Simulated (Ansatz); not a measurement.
**KBr (Fm-3m): G0W0 and the treatment of frequencies and band sums**

```
K Br
1.0
     0.00000    3.26000    3.26000
     3.26000    0.00000    3.26000
     3.26000    3.26000    0.00000
K Br
1 1
Direct
  0.00000 0.00000 0.00000
  0.50000 0.50000 0.50000
```

Held fixed (Ansatz):

* orbitals: PBE
* datasets: hard PAW set made for 700 eV
* k mesh: 4×4×4
* response cutoff: 200 eV
* wave cutoff: 700 eV
* spin-orbit coupling: off

The gap is read direct at Γ, linearised, between the Kohn-Sham band edges among the points solved. The direct gap is read between the top filled and lowest empty Kohn-Sham band at Γ. ε∞ is the electronic dielectric constant on this mesh. Runs with cut sums weigh the q → 0 term analytically. The completed-sum build treats it its own way, which on a coarse mesh shifts the gap as well.

| treatment | KS gap (eV) | G0W0 gap (eV) | direct at Γ (eV) | ε∞ |
| --- | --- | --- | --- | --- |
| contour deformation, sums cut at 446 empty bands | 4.54 | 7.16 | 7.16 | 2.4 |
| plasmon pole fitted at 12.62i eV, sums cut at 446 empty bands | 4.54 | 7.07 | 7.07 | 2.4 |
| contour deformation, 182 empty bands and completed sums (trial build, its own q → 0 term) | 4.54 | ? | ? | ? |

Fill in the row for contour deformation, 182 empty bands and completed sums (trial build, its own q → 0 term).

G0W0 gap 7.30 eV, direct at Γ 7.30 eV, ε∞ 2.4.

The cell is a model at fixed atoms and needn't be the relaxed known crystal. The mesh is coarse, so these are values at the stated settings, not converged ones. Band sums or response are cut, so the gap isn't at its basis limit.
